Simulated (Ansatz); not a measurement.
**SnSe in Ansatz: the effect of functional**

Crystal: SnSe.

```
Sn Se
1.0
     0.00000    3.01000    3.01000
     3.01000    0.00000    3.01000
     3.01000    3.01000    0.00000
Sn Se
1 1
Direct
  0.00000 0.00000 0.00000
  0.50000 0.50000 0.50000
```

Measurements of this composition are mostly on another form, of space group No. 62.

Alike in all runs:

| Quantity | Value |
| --- | --- |
| Program | Ansatz 0.2.0 |
| Task | single point |
| Potentials or basis | all-electron PAW datasets made for the crystal |
| k mesh | 6 × 6 × 6 |
| Occupations | fermi-dirac, width 0.05 eV |
| Spin | no spin polarisation |

Problem. One run gave: gap on the mesh 0.63 eV; pressure -0.5 GPa. Which functional did it use?
A. PBE0
B. HSE06
C. PBE

Solution. A.

```tsv
functional	cutoff	gap on the mesh (eV)	pressure (GPa)
PBE	240 eV (chosen from the basis error)	0.58	0.6
HSE06	270 eV (chosen from the basis error)	0.40	-0.6
PBE0	270 eV (chosen from the basis error)	0.63	-0.5
```

Caveats: spin-orbit coupling is left out, which moves the levels of the heavy elements.

A k mesh can miss the band edges.
